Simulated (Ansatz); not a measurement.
## CaSe: pressure and energy above relaxed cell against volume per atom

Plane-wave density functional theory, PAW datasets, Gaussian smearing 0.05 eV: one cell in which all forces lie under 0.002 eV/angstrom; stress (xx yy zz yz xz xy) and pressure positive in compression; site moments are of spin alone; formation energy from the elements run alike, uncorrected. The results are calculated, by Ansatz 0.2.0.

Cell of the first row (space group F-43m, No. 216):
```
CELL_PARAMETERS angstrom
0.00000 3.23520 3.23520
3.23520 0.00000 3.23520
3.23520 3.23520 0.00000
ATOMIC_POSITIONS crystal
Ca 0.00000 0.00000 0.00000
Se 0.25000 0.25000 0.25000
```

Settings of every row: paw set soft_2; functional r2SCAN; spin treatment none; moment partition spheres; spin axis none; wave cutoff 500 eV; k mesh 6x6x6; SCF start atoms; lower state search light; symmetry use detected.

Atom first moment, atom hubbard u: 0 on all atoms.

Limits: the cell comes from a prototype or a list of computed structures and needn't be the stable phase.

```
row  volume per atom (Å³)  pressure (GPa)  energy above relaxed cell (meV per atom)  formation energy (eV per atom)
  1                33.861           1.557                                      6.63                         -2.0104
  2                34.566           0.739                                       1.6                         -2.0155
  3                35.272          -0.001                                         0                         -2.0171
  4                35.635          -0.355                                      0.41                         -2.0166
  5                35.778          -0.489                                      0.79                         -2.0163
  6                35.977               ?                                         ?                               ?
  7                36.682          -1.278                                      5.82                         -2.0112
  8                37.741          -2.083                                     16.99                         -2.0001
```

Question: what pressure and energy above relaxed cell should row 6 give?

Worked fit of pressure. Take u = (V_r/V)^(2/3) − 1 with V_r = 35.635 Å³ an atom, which is twice the finite (Eulerian) strain; such expansions in the strain, on which the Birch-Murnaghan equation of state is built, carry the rest volume and the bulk modulus. The shown rows have u = 0.03463, 0.02051, 0.00685, 0, -0.00267, -0.01912, -0.03756. Least squares give pressure = −0.3547 + 50.693 × u + 127.48 × u² + 78 × u³ GPa; a parabola predicts inner rows, each left out in turn, worse (root mean square 0.001 against 0.00048 GPa). All shown rows lie on it to the printed digit. The pressure vanishes at u = 0.0069, or V = 35.27 Å³ an atom, and there the bulk modulus at fixed shape and fractions is B = −V dP/dV = (2/3)(1 + u) dP/du = 35.2 GPa. The withheld row has u = -0.00635, so the fit gives −0.3547 + 50.693 × (-0.00635) + 127.48 × (-0.00635)² + 78 × (-0.00635)³ = -0.671 GPa.

The calculation gave -0.671 GPa. The fit meets it to the printed digit.

Worked fit of energy above relaxed cell. Take u = (V_r/V)^(2/3) − 1 with V_r = 35.635 Å³ an atom, which is twice the finite (Eulerian) strain; such expansions in the strain, on which the Birch-Murnaghan equation of state is built, carry the rest volume and the bulk modulus. The shown rows have u = 0.03463, 0.02051, 0.00685, 0, -0.00267, -0.01912, -0.03756. Least squares give energy above relaxed cell = 0.41 − 118.34 × u + 8602.6 × u² meV per atom; a straight line predicts inner rows, each left out in turn, worse (root mean square 3.8 against 0.003 meV per atom). All shown rows lie on it to the printed digit. Its lowest point lies at u = 0.0069, or V = 35.27 Å³ an atom, and the curvature there gives the bulk modulus at fixed shape and fractions, B = (4/9)(1 + u)² E″(u)/V = 35.2 GPa. The withheld row has u = -0.00635, so the fit gives 0.41 − 118.34 × (-0.00635) + 8602.6 × (-0.00635)² = 1.51 meV per atom.

The calculation gave 1.51 meV per atom. The fit meets it to the printed digit.

The other values of row 6: formation energy -2.0155 eV per atom.
